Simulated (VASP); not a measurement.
**Mg₂Si (antifluorite): one PBE single-point calculation in two programs**

```
Si Mg
1.0
     0.00000    3.16896    3.16896
     3.16896    0.00000    3.16896
     3.16896    3.16896    0.00000
Si Mg
1 2
Direct
  0.00000 0.00000 0.00000
  0.25000 0.25000 0.25000
  0.75000 0.75000 0.75000
```

The two codes use different PAW datasets and cutoffs. VASP's cell holds 8 valence electrons and Ansatz's 24. Ansatz's stress includes a Pulay correction; VASP's doesn't.

Cutoffs: 520 eV in VASP, 420 eV in Ansatz. k meshes: 8×8×8 and 8×8×8.

```json
{"": "gap between bands v and c", "VASP": "0.20 eV", "Ansatz": "0.20 eV"}
{"": "least direct gap", "VASP": "1.91 eV", "Ansatz": "1.91 eV"}
{"": "pressure", "VASP": "0.6 GPa", "Ansatz": "0.7 GPa"}
```

Band v is the last that the valence electrons fill when counted band by band, and c is the next. Levels in eV from the top of v, Ansatz:

```csv
point,v−1,v,c,c+1
Γ,0.00,0.00,1.91,2.58
X,-1.94,-1.94,0.20,0.43
K,-3.44,-1.62,0.71,3.00
L,-0.70,-0.70,1.29,2.56
W,-3.60,-2.66,2.67,3.59
```

VASP:

```json
{"point": "Γ", "v−1": "0.00", "v": "0.00", "c": "1.91", "c+1": "2.58"}
{"point": "X", "v−1": "-1.95", "v": "-1.95", "c": "0.20", "c+1": "0.42"}
{"point": "K", "v−1": "-3.45", "v": "-1.63", "c": "0.70", "c+1": "2.99"}
{"point": "L", "v−1": "-0.70", "v": "-0.70", "c": "1.29", "c+1": "2.56"}
{"point": "W", "v−1": "-3.61", "v": "-2.67", "c": "2.67", "c+1": "3.58"}
```
